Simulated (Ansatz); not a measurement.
# AlN (Fm-3m): comparison of functionals at one structure

The task is a comparison of functionals at one structure, for AlN (Fm-3m).

A COD entry behind a cell of this session may itself be a prediction, so a difference from it is no test against experiment.

All numbers are computed with Ansatz 0.2.0, driven from Python. The levels of theory stand in the script.

### Step 1. The system

It takes space group Fm-3m (No. 225, cubic). Conventional cell: a = 3.938 Å, b = 3.938 Å, c = 3.938 Å, α = 90.00°, β = 90.00°, γ = 90.00°. Al (site symmetry m-3m) has 6 N at 1.97 Å in its first shell of neighbours. Around N (site symmetry m-3m) lie 6 Al at 1.97 Å.

No structure file is read: the coordinates are typed or built in the script.

### Step 2. The code

Input file run_xc.py:

```python
"""One structure of AlN under several functionals."""

import ansatz as az
import pandas as pd


def main() -> None:
    xtal = (
        az.Lattice.fcc(3.938)
        .space_group(225)
        .atom("Al", [0.0, 0.0, 0.0])
        .atom("N", [0.5, 0.0, 0.0])
        .primitive()
    )

    base = (
        xtal.calculation()
        .kpoints(8)
        .occupations("fixed")
        .stress()
        .band_table()
    )

    rows = []
    for value in ["rpbe", "blyp", "pbe"]:
        rep = base.functional(value).run(threads=1).report
        rows.append((value, rep["free_energy_ev"] / len(rep["lattice"]["sites"]), rep["n_iterations"], sum(rep["stress_gpa"][i][i] for i in range(3)) / 3, rep["gap_by_band_count_ev"], rep["n_kpoints"]))

    table = pd.DataFrame(rows, columns=["functional", "F/atom (eV)", "iterations", "P (GPa)", "gap by band count (eV)", "k-points"])
    print(table.round(5).to_string(index=False))


if __name__ == "__main__":
    main()
```

### Step 3. The input behind the calls

The engine receives this input (first run):

```yaml
crystal:
  lattice:
    bravais: fcc
    a: 3.938
  space_group: 225
  atoms:
    - { symbol: Al, position: [0.0, 0.0, 0.0] }
    - { symbol: "N", position: [0.5, 0.0, 0.0] }
  reduce_to_primitive: true
kpoints:
  mp_grid:
    grid: [8, 8, 8]
hamiltonian:
  xc: rpbe
scf:
  occupations:
    method: fixed
output:
  stress: true
  eigenvalues: true
```

### Step 4. The run

Launch:

```console
> python run_xc.py
```

**Question.** Which functional puts this cell under the lowest pressure, and which under the highest?

**Answer**, as computed:

| quantity | value |
| --- | --- |
| runs compared | 3 |
| pressure at this cell | 30.5 (pbe) to 35.9 GPa (rpbe) |
| gap on the mesh | 5.14 (pbe) to 5.54 eV (blyp) |

From lowest to highest: PBE (30.5 GPa), BLYP (35.3 GPa) and RPBE (35.9 GPa). At a fixed cell a lower pressure usually means a smaller equilibrium volume, so PBE prefers the smallest cell and RPBE the largest. Gaps by band count in the reports: RPBE 5.17 eV, BLYP 5.54 eV and PBE 5.14 eV (Kohn-Sham values on this mesh, as a rule under measured gaps). Reading the output:
- Pressure is positive in compression.
- At these settings the cell as given stands under about 30 GPa, so it isn't at this functional's equilibrium volume.
- Gaps and levels are Kohn-Sham values on a finite set of k-points.
- Total energies of different functionals can't be compared; pressures, moments and gaps at this one structure can.
